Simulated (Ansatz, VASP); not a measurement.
# One calculation of PtS2, two programs

Contents of INCAR:

```
SYSTEM = PtS2
PREC     = Accurate       ! precision mode
ENCUT    = 520            ! plane-wave cutoff, eV
EDIFF    = 1E-7           ! SCF threshold, eV
ISMEAR   = 0              ! smearing method
SIGMA    = 0.05           ! smearing width, eV
LREAL    = .False.        ! projectors in reciprocal space
LASPH    = .True.         ! aspherical terms in the spheres
NELM     = 60             ! most SCF steps
ALGO     = Normal         ! electronic algorithm
ISIF     = 2              ! what is computed and relaxed
LWAVE    = .False.        ! write WAVECAR
LCHARG   = .False.        ! write CHGCAR
GGA      = PS             ! functional
NBANDS   = 18             ! bands
```

Contents of KPOINTS:

```
Automatic mesh
0
Gamma
  12 12 8
  0 0 0
```

The input POSCAR:

```
PtS2
1.0
    3.4860411020      0.0000000000      0.0000000000
   -1.7430205510      3.0190001530      0.0000000000
    0.0000000000      0.0000000000      5.2053905590
Pt S
1 2
Direct
    0.0000000000      0.0000000000      0.0000000000
    0.3333333333      0.6666666667      0.2500000000
    0.6666666667      0.3333333333      0.7500000000
```

Input for Ansatz:

```yaml
crystal:
  lattice:
    - [3.486041102, 0.0, 0.0]
    - [-1.743020551, 3.019000153, 0.0]
    - [0.0, 0.0, 5.205390559]
  atoms:
    - { symbol: Pt, position: [0.0, 0.0, 0.0] }
    - { symbol: S, position: [0.3333333333, 0.6666666667, 0.25] }
    - { symbol: S, position: [0.6666666667, 0.3333333333, 0.75] }
basis:
  ecutwfc: 420
kpoints:
  mp_grid: { grid: [12, 12, 8] }
hamiltonian:
  xc: pbesol
scf:
  occupations: { method: gaussian, width: 0.05 }
output:
  forces: true
  stress: true
  eigenvalues: true
```

Alike in both runs: task single point; functional PBEsol; k mesh 12 × 12 × 8; occupations gaussian, width 0.05 eV; no spin polarisation.

|  | VASP | Ansatz |
| --- | --- | --- |
| version | VASP 6.6.1 | Ansatz 0.2.0 |
| potentials or method | VASP PAW PBE potentials, release 64 (Pt, S) | scalar-relativistic, plane waves, PAW |
| plane-wave cutoff (eV) | 520 | 420 |
| valence electrons in the cell | 22 | 30 |

Ansatz gave:

| Item | Value |
| --- | --- |
| gap on the k mesh at the Fermi level (eV) | 0.64 |
| least direct gap on the mesh (eV) | 0.84 |
| pressure (GPa) | -1.2 |
| largest component of the traceless stress (GPa) | 4.03 |
| rms of the force components (eV/Å) | 0.333 |

Problem. Which values does VASP return?

Solution. gap on the k mesh at the Fermi level (eV): 0.65; least direct gap on the mesh (eV): 0.85; pressure (GPa): -1.5; largest component of the traceless stress (GPa): 3.93; rms of the force components (eV/Å): 0.346.

Atom by atom the forces differ by 0.012 eV/Å (rms over components). The functional is the same, so the differences come from potentials, cutoffs and numerics. The two sets of potentials don't hold the same shells in valence.

Caveats: the PAW data sets were made with another functional, which shifts forces and pressure a little (VASP); spin-orbit coupling is left out, which moves the levels of the heavy elements; the cell's inner coordinates are idealised or old, which leaves forces on the atoms. A k mesh can miss the band edges.
